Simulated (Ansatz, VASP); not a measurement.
# Ge in VASP and in Ansatz

```
Ge
1.0
     3.89984    0.00000    0.00000
    -2.89838    2.60924    0.00000
    -0.50073   -1.30462    3.64088
Ge
2
Direct
  0.25000 0.75000 0.50000
  0.50000 0.50000 0.00000
```

This isn't the form of Ge at room conditions, which is diamond.

Alike in both runs: task single point; functional LDA; k mesh 12 × 12 × 12; no spin polarisation.

|  | VASP | Ansatz |
| --- | --- | --- |
| version | VASP 6.6.1 | Ansatz 0.2.0 |
| potentials or method | VASP PAW LDA potentials, release 64 (Ge_d) | plane waves, PAW |
| plane-wave cutoff (eV) | 520 | 420 |
| occupations | methfessel-paxton of order 1, width 0.15 eV | cold, width 0.15 eV |
| valence electrons in the cell | 28 | 28 |

|  | VASP | Ansatz | Ansatz less VASP |
| --- | --- | --- | --- |
| gap on the k mesh at the Fermi level (eV) | none | none | - |
| pressure (GPa) | -2.7 | -2.7 | -0.03 |
| largest component of the traceless stress (GPa) | 0.58 | 0.57 | -0.002 |

A gap of «none» marks a metal or a gap that the smearing closes.
